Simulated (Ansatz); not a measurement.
The elements of this relaxed crystal are hidden behind letters.

```
lattice vectors (Å)
  -1.8998    1.8998    4.8479
   1.8998   -1.8998    4.8479
   1.8998    1.8998   -4.8479
fractional positions
X 0.0000 0.0000 0.0000
X 0.7500 0.2500 0.5000
Z 0.2065 0.2065 0.0000
Z 0.9565 0.4565 0.5000
Z 0.5435 0.0435 0.5000
Z 0.7935 0.7935 0.0000
```

Computed with DFT PBE, scalar-relativistic, plane waves, PAW in Ansatz 0.2.0. Plane waves to 420 eV, a 10×10×10 mesh through Γ for the 6-atom cell and 0.02 eV Gaussian smearing; no spin polarisation.

* Space group: I4_1/amd (No. 141)
* Conventional cell: a = 3.800 Å, c = 9.696 Å
* Volume per atom: 11.66 Å³
* Density: 3.79 g/cm³
* Formation energy: −3.049 eV/atom
* Gap on the 10×10×10 mesh of the 6-atom cell: 2.13 eV

Energies are uncorrected and count from the elements' standard states at the same level.

Question: X is a d-block element of period 4 and Z is a p-block element of period 2. Which elements are they?

Answer: X = Ti, Z = O, so the formula is TiO2, here in the anatase type. Density times volume gives a mean mass of 3.79 × 11.66/1.6605 = 26.6 u per atom, and this set has 26.6 u. Ti has 6 O at 1.95–2.00 Å; O is surrounded by 3 Ti at 1.95–2.00 Å. Other sets within the hints have nearly the same mass, so mass alone doesn't settle it; this one was computed.

Kohn–Sham gaps at this level usually fall short of measured ones. A later test with randomly moved atoms came back to the same energy, though modes that don't fit the test's cell weren't probed.
